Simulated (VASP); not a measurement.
# SiSe (P-6m2) in VASP: relaxation of cell and atoms with RPBE

Aim: the relaxation of cell and atoms of SiSe with RPBE.

Everything below comes from runs of VASP 6.6.1. Logs are shortened: lines on timing, memory, paths and dates and some standing lists are left out, and cuts for length are marked.

### Step 1. Starting point

It takes space group P-6m2 (No. 187, hexagonal). Conventional cell: a = 3.595 Å, b = 3.595 Å, c = 3.599 Å, α = 90.00°, β = 90.00°, γ = 120.00°. Around Si (site symmetry -6m2) lie 6 Se at 2.75 Å. Se (site symmetry -6m2) has 6 Si at 2.75 Å as nearest neighbours.

The cell was built by a generator and needn't be a form met in nature.

### Step 2. Relaxation of cell and atoms, RPBE

INCAR

```
SYSTEM = SiSe
PREC = Accurate
ENCUT = 600
EDIFF = 1E-6
ISMEAR = -1
SIGMA = 0.05
LREAL = .FALSE.
LASPH = .TRUE.
NELM = 60
ALGO = Fast
ISIF = 3
LWAVE = .FALSE.
LCHARG = .FALSE.
GGA = RP
IBRION = 2
NSW = 60
EDIFFG = -0.01
NBANDS = 7
```

KPOINTS

```
Automatic mesh
0
G
  9 9 7
  0 0 0
```

POSCAR

```
SiSe
1.0
    3.5952000000      0.0000000000      0.0000000000
   -1.7976000000      3.1135300000      0.0000000000
    0.0000000000      0.0000000000      3.5987300000
Si Se
1 1
Direct
    0.6666700000      0.3333300000      0.5000000000
    0.0000000000      0.0000000000      0.0000000000
```

Potentials or basis: VASP PAW PBE potentials, release 64 (Si, Se).

Launch:

```
cat potpaw_PBE.64/Si/POTCAR potpaw_PBE.64/Se/POTCAR > POTCAR
mpirun -np 1 vasp_std > vasp.out
```

OUTCAR:

```text
SYSTEM = SiSe
   PREC = Accurate
   ENCUT = 600
   EDIFF = 1E-6
   ISMEAR = -1
   LREAL = .FALSE.
   LASPH = .TRUE.
   NELM = 60
   ISIF = 3
   GGA = RP
   IBRION = 2
   NSW = 60
   EDIFFG = -0.01

 ion  position               nearest neighbor table
   1  0.667  0.333  0.500-   2 2.75   2 2.75   2 2.75   2 2.75   2 2.75   2 2.75
   2  0.000  0.000  0.000-   1 2.75   1 2.75   1 2.75   1 2.75   1 2.75   1 2.75

  LATTYP: Found a hexagonal cell.
 ALAT       =     3.5952000000
 C/A-ratio  =     1.0009818647

  Lattice vectors:

 A1 = (   3.5952000000,   0.0000000000,   0.0000000000)
 A2 = (  -1.7976000000,   3.1135300000,   0.0000000000)
 A3 = (   0.0000000000,   0.0000000000,   3.5987300000)

Analysis of symmetry for initial positions (statically):
=====================================================================
 Subroutine PRICEL returns:
 Original cell was already a primitive cell.

 Routine SETGRP: Setting up the symmetry group for a
 hexagonal supercell.

 Subroutine GETGRP returns: Found  4 space group operations
 (whereof  4 operations were pure point group operations)
 out of a pool of 24 trial point group operations.

The static configuration has the point symmetry C_2v.

Analysis of symmetry for dynamics (positions and initial velocities):
=====================================================================
 Subroutine PRICEL returns:
 Original cell was already a primitive cell.

 Routine SETGRP: Setting up the symmetry group for a
 hexagonal supercell.

 Subroutine GETGRP returns: Found  4 space group operations
 (whereof  4 operations were pure point group operations)
 out of a pool of 24 trial point group operations.

The dynamic configuration has the point symmetry C_2v.

 Subroutine INISYM returns: Found  4 space group operations
 (whereof  4 operations are pure point group operations),
 and found     1 'primitive' translations

----------------------------------------------------------------------------------------

                                     Primitive cell

  volume of cell :      40.2833

  direct lattice vectors                    reciprocal lattice vectors
     3.595200000  0.000000000  0.000000000     0.278148643  0.160589427  0.000000000
    -1.797600000  3.113530000  0.000000000     0.000000000  0.321178855  0.000000000
     0.000000000  0.000000000  3.598730000     0.000000000  0.000000000  0.277875806

  length of vectors
     3.595200000  3.595196075  3.598730000     0.321178504  0.321178855  0.277875806

  position of ions in fractional coordinates (direct lattice)
     0.666670000  0.333330000  0.500000000
     0.000000000  0.000000000  0.000000000

  ion indices of the primitive-cell ions
   primitive index   ion index
                 1           1
                 2           2

----------------------------------------------------------------------------------------

 KPOINTS: Automatic mesh

Automatic generation of k-mesh.
 Grid dimensions read from file:
 generate k-points for:    9    9    7

 Generating k-lattice:

  Cartesian coordinates                     Fractional coordinates (reciprocal lattice)
     0.030905405  0.017843270  0.000000000     0.111111111  0.000000000  0.000000000
     0.000000000  0.035686539  0.000000000     0.000000000  0.111111111  0.000000000
     0.000000000  0.000000000  0.039696544     0.000000000  0.000000000  0.142857143

  Length of vectors
     0.035686500  0.035686539  0.039696544

  Shift w.r.t. Gamma in fractional coordinates (k-lattice)
     0.000000000  0.000000000  0.000000000

 Subroutine IBZKPT returns following result:
 ===========================================

 Found    100 irreducible k-points:

 Following reciprocal coordinates:
            Coordinates               Weight
  0.000000  0.000000  0.000000      1.000000
  0.111111 -0.000000  0.000000      4.000000
 -0.111111  0.111111  0.000000      2.000000
  0.222222 -0.000000  0.000000      4.000000
 -0.222222  0.222222  0.000000      2.000000
  0.333333  0.000000  0.000000      4.000000
[... 16 lines left out ...]
 -0.222222 -0.444444  0.000000      4.000000
  0.444444  0.333333  0.000000      4.000000
 [... further k-points ...]
   k-points           NKPTS =    100   k-points in BZ     NKDIM =    100   number of bands    NBANDS=      7
   number of dos      NEDOS =    301   number of ions     NIONS =      2
   total plane-waves  NPLWV =  27000
   dimension x,y,z NGX =    30 NGY =   30 NGZ =   30
   dimension x,y,z NGXF=    60 NGYF=   60 NGZF=   60
   ions per type =               1   1
   NGX,Y,Z   is equivalent  to a cutoff of  13.87, 13.87, 13.86 a.u.
   NGXF,Y,Z  is equivalent  to a cutoff of  27.74, 27.74, 27.72 a.u.
 SYSTEM =  SiSe
   PREC   = accura    normal or accurate (medium, high low for compatibility)
   ISTART =      0    job   : 0-new  1-cont  2-samecut
   ICHARG =      2    charge: 1-file 2-atom 10-const
   ISPIN  =      1    spin polarized calculation?
   LNONCOLLINEAR =      F non collinear calculations
   LSORBIT =      F    spin-orbit coupling
   LASPH  =      T    aspherical Exc in radial PAW
   ENCUT  =  600.0 eV  44.10 Ry    6.64 a.u.   7.18  7.18  7.19*2*pi/ulx,y,z
   NELM   =     60;   NELMIN=  2; NELMDL= -5     # of ELM steps
   EDIFF  = 0.1E-05   stopping-criterion for ELM
   LREAL  =      F    real-space projection
   EDIFFG = -.1E-01   stopping-criterion for IOM
   NSW    =     60    number of steps for IOM
   IBRION =      2    ionic relax: 0-MD 1-quasi-New 2-CG
   NFREE  =      1    steps in history (QN), initial steepest desc. (CG)
   ISIF   =      3    stress and relaxation
   ISYM   =      2    0-nonsym 1-usesym 2-fastsym
   POTIM  = 0.5000    time-step for ionic-motion
   TEBEG  =    0.0;   TEEND  =   0.0 temperature during run
   PSTRESS=    0.0 pullay stress
   NELECT =      10.0000    total number of electrons
   NUPDOWN=      -1.0000    fix difference up-down
   EMIN   =  10.00;   EMAX   =-10.00  energy-range for DOS
   EFERMI =   0.00;   METHOD = LEGACY
   ISMEAR =    -1;   SIGMA  =   0.05  broadening in eV -4-tet -1-fermi 0-gaus
   EFERMI_NEDOS =   21; number of points for ismear=-14 and -15
   IALGO  =     68    algorithm
   IMIX   =      4    mixing-type and parameters
     AMIX     =   0.40;   BMIX     =  1.00
     AMIX_MAG =   1.60;   BMIX_MAG =  1.00
  volume/ion in A,a.u.               =      20.14       135.92
  Fermi-wavevector in a.u.,A,eV,Ry     =   1.028884  1.944309 14.403156  1.058602
  Thomas-Fermi vector in A             =   2.162903
   LORBIT       =      0    0 simple, 1 ext, 2 COOP (PROOUT), +10 PAW based schemes
   GGA     = RP    functional components
   LHFCALC =     F    Hartree Fock is set to
   AEXX    =    0.0000 exact exchange contribution
   IVDW    =     0    specifies the selected vdW correction
   LEPSILON=     F    determine dielectric tensor
   LRPA    =     F    only Hartree local field effects (RPA)
 conjugate gradient relaxation of ions
 non-spin polarized calculation
 RMM-DIIS sequential band-by-band and
  energy-cutoff  :      600.00
  volume of cell :       40.28
 maximum number of plane-waves:      1362
 NGX is ok and might be reduce to    30
   NGX = 15   NGY = 15   NGZ = 15

--------------------------------------- Ionic step        1  -------------------------------------------

 number of electron      10.0000000 magnetization

 Free energy of the ion-electron system (eV)
  ---------------------------------------------------
  ext. energy  EPLUGINS =         0.00000000
  ---------------------------------------------------
  free energy    TOTEN  =        -7.71104813 eV

  energy without entropy =       -7.70306670  energy(sigma->0) =       -7.70705741

 E-fermi :   6.3288     XC(G=0): -10.0383

 val. band max:        6.2744613989   @ k =  -0.3333   0.2222   0.1429
 cond. band min:       6.3542303933   @ k =   0.4444  -0.0000   0.1429
 fundamental gap:      0.0797689945
 Fermi energy:         6.3288244061

 k-point     1 :       0.0000    0.0000    0.0000
  band No.  band energies     occupation
      1      -8.9972      2.00000
      2       1.5658      2.00000
      3       2.5551      2.00000
      4       4.4522      2.00000
      5       4.4523      2.00000
      6       9.1213      0.00000
      7       9.1213      0.00000

 k-point     2 :       0.1111   -0.0000    0.0000
  band No.  band energies     occupation
      1      -8.8655      2.00000
      2       1.0863      2.00000
      3       2.6951      2.00000
      4       4.1796      2.00000
      5       4.3385      2.00000
      6       8.6427      0.00000
      7       9.5647      0.00000
[... 350 lines left out ...]
 POSITION                                       TOTAL-FORCE (eV/Angst)
 -----------------------------------------------------------------------------------
      1.81395      1.04726      1.82013        -0.000013      0.000007      0.000000
     -1.81393      3.14182      0.00000         0.000013     -0.000007      0.000000
 -----------------------------------------------------------------------------------
    total drift:                                0.000003      0.000009      0.000000

  FREE ENERGIE OF THE ION-ELECTRON SYSTEM (eV)
  ---------------------------------------------------
  free  energy   TOTEN  =        -7.7173658379 eV

  energy  without entropy=       -7.7106231211  energy(sigma->0) =       -7.71399448

--------------------------------------- Ionic step        5  -------------------------------------------

 number of electron      10.0000001 magnetization

 Free energy of the ion-electron system (eV)
  ---------------------------------------------------
  ext. energy  EPLUGINS =         0.00000000
  ---------------------------------------------------
  free energy    TOTEN  =        -7.71740648 eV

  energy without entropy =       -7.71069178  energy(sigma->0) =       -7.71404913

 E-fermi :   5.9782     XC(G=0):  -9.9014

 val. band max:        5.9726717518   @ k =   0.3333   0.3333   0.2857
 cond. band min:       6.0419175068   @ k =   0.4444  -0.0000   0.1429
 fundamental gap:      0.0692457550
 Fermi energy:         5.9781570141

 k-point     1 :       0.0000    0.0000    0.0000
  band No.  band energies     occupation
      1      -9.0921      2.00000
      2       1.0937      2.00000
      3       2.3282      2.00000
      4       4.1709      2.00000
      5       4.1710      2.00000
      6       8.7440      0.00000
      7       8.7441      0.00000

 k-point     2 :       0.1111   -0.0000    0.0000
  band No.  band energies     occupation
      1      -8.9662      2.00000
      2       0.6652      2.00000
      3       2.4643      2.00000
      4       3.9097      2.00000
      5       4.0427      2.00000
      6       8.2926      0.00000
      7       9.1623      0.00000
[... 242 lines left out ...]
 POSITION                                       TOTAL-FORCE (eV/Angst)
 -----------------------------------------------------------------------------------
      1.81588      1.04838      1.81833        -0.000011      0.000006      0.000000
     -1.81586      3.14516      0.00000         0.000011     -0.000006      0.000000
 -----------------------------------------------------------------------------------
    total drift:                                0.000002      0.000009     -0.000000

  FREE ENERGIE OF THE ION-ELECTRON SYSTEM (eV)
  ---------------------------------------------------
  free  energy   TOTEN  =        -7.7174064791 eV

  energy  without entropy=       -7.7106917759  energy(sigma->0) =       -7.71404913

 reached required accuracy - stopping structural energy minimisation
```

Wall time 48 s (1 thread of Intel Xeon Platinum 8559C (Emerald Rapids), shared host); peak memory 0.2 GiB.

Results:

```
Free energy                            : -7.7174 eV
Relaxed volume                         : 20.77 Å³/atom
Relaxed cell                           : a = 3.632 Å, b = 3.632 Å, c = 3.637 Å, α = 90.00°, β = 90.00°, γ = 120.00°
Space group after relaxing (to 0.05 Å) : P-6m2 (No. 187)
Energy gained by relaxing              : 3.2 meV/atom
Ionic steps                            : 5
Pressure after relaxing                : 0.0 GPa
Band gap on the k mesh                 : none (metal or under the smearing width)
```

The path:
```tsv
step	energy change (eV)	largest force (eV/Å)	pressure (GPa)	volume (Å³)
1	0.0000	0.0000	1.66	40.28
2	-0.0061	0.0000	-0.05	41.51
3	-0.0062	0.0000	0.05	41.43
4	-0.0063	0.0000	0.02	41.49
5	-0.0064	0.0000	0.01	41.54
```

Final structure:
```
Si Se
1.0
     3.63172    0.00000    0.00000
    -1.81586    3.14516    0.00000
     0.00000    0.00000    3.63667
Si Se
1 1
Cartesian
  1.8159 1.0484 1.8183
  -1.8159 3.1452 0.0000
```

Levels at points of the mesh, in eV from the Fermi level:
```tsv
k point	band 3	band 4	band 5	band 6	band 7
(0.00, 0.00, 0.00)	-3.65	-1.81	-1.81	2.77	2.77
```

Caveat: the PAW data sets were made with another functional, which shifts forces and pressure a little.

### Step 3. The reference run

An earlier run on the cell as given: functional PBE; potentials or basis VASP PAW PBE potentials, release 64 (Si, Se); cutoff 520 eV; k mesh 9 × 9 × 7; occupations fermi-dirac, width 0.05 eV; no spin polarisation.

- Pressure: 0.4 GPa
- Band gap on the k mesh: none (metal or under the smearing width)
